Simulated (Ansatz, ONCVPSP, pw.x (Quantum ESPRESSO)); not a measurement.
Which Al potential is closest to all-electron in the sc crystal?

All use PBE, scalar-relativistic, no spin, cutoffs from each file’s atomic test, pw.x 7.5; 12³ k-points, Fermi–Dirac smearing 0.01 Ry. Δ is the rms difference from all-electron LAPW of the E(V) curves that follow from fits to the pressures, over ±6 % in volume. Mesh and smearing are coarse and serve the comparison alone. The files are a selection: those with a ghost or negative overlap were mostly not run, and those with noisy or unconverged pressures or nearly equal Δ are left out.

All-electron: a0 = 2.722 Å (V0 = 20.18 Å³/atom), B0 = 55.7 GPa.

Question: Rank them by Δ, smallest first.
A. optimised norm-conserving Vanderbilt (ONCV), ONCVPSP 4.0.1.1 (patched build), PBE; core [Ne], reference 3s2 3p1; waves: 3s: rc 2.25 bohr, ncon 5, nbas 8, qcut 2.7 1/bohr, 2 projectors, debl 2.5 Ha; 3p: rc 2.25 bohr, ncon 4, nbas 7, qcut 4.4 1/bohr, local; d scattering state at 0.06 Ha: rc 2.50 bohr, ncon 5, nbas 9, qcut 4.1 1/bohr, 2 projectors, debl 0.3 Ha; local part: the p channel; core correction: Teter function, fcfact 3.25, rcfact 1.7.
B. optimised norm-conserving Vanderbilt (ONCV), ONCVPSP 4.0.1.1 (patched build), PBE; core [Ne], reference 3s2 3p1; waves: 3s: rc 2.20 bohr, ncon 3, nbas 8, qcut 2.6 1/bohr, 2 projectors, debl 2.1 Ha; 3p: rc 2.40 bohr, ncon 4, nbas 7, qcut 3.7 1/bohr, 2 projectors, debl 4 Ha; d scattering state at 0.31 Ha: rc 1.95 bohr, ncon 4, nbas 8, qcut 4.7 1/bohr, local; local part: the d channel; core correction: Teter function fitted to the true core (icmod 2), fcfact 0.2.
C. optimised norm-conserving Vanderbilt (ONCV), ONCVPSP 4.0.1.1 (patched build), PBE; core [Ne], reference 3s2 3p1; waves: 3s: rc 2.10 bohr, ncon 3, nbas 6, qcut 2.7 1/bohr, 2 projectors, debl 0.8 Ha; 3p: rc 2.20 bohr, ncon 4, nbas 8, qcut 3.4 1/bohr, 2 projectors, debl 3.9 Ha; d scattering state at 0.08 Ha: rc 2.15 bohr, ncon 5, nbas 8, qcut 3.7 1/bohr, 2 projectors, debl 1.5 Ha; local part: polynomial inside 1.75 bohr (lpopt 3, dvloc0 0 Ha); core correction: none.
D. optimised norm-conserving Vanderbilt (ONCV), ONCVPSP 4.0.1.1 (patched build), PBE; core [Ne], reference 3s2 3p0.75; waves: 3s: rc 1.65 bohr, ncon 4, nbas 8, qcut 3.3 1/bohr, 2 projectors, debl 1.4 Ha; 3p: rc 2.60 bohr, ncon 3, nbas 7, qcut 2.5 1/bohr, 1 projector; d scattering state at 0.04 Ha: rc 2.10 bohr, ncon 4, nbas 7, qcut 5.1 1/bohr, 2 projectors, debl 2.2 Ha; local part: polynomial inside 1.10 bohr (lpopt 5, dvloc0 0 Ha); core correction: Teter function, fcfact 3, rcfact 1.2.

Answer: B (0.4 meV/atom), D (0.6 meV/atom), C (1.6 meV/atom), A (3.8 meV/atom).
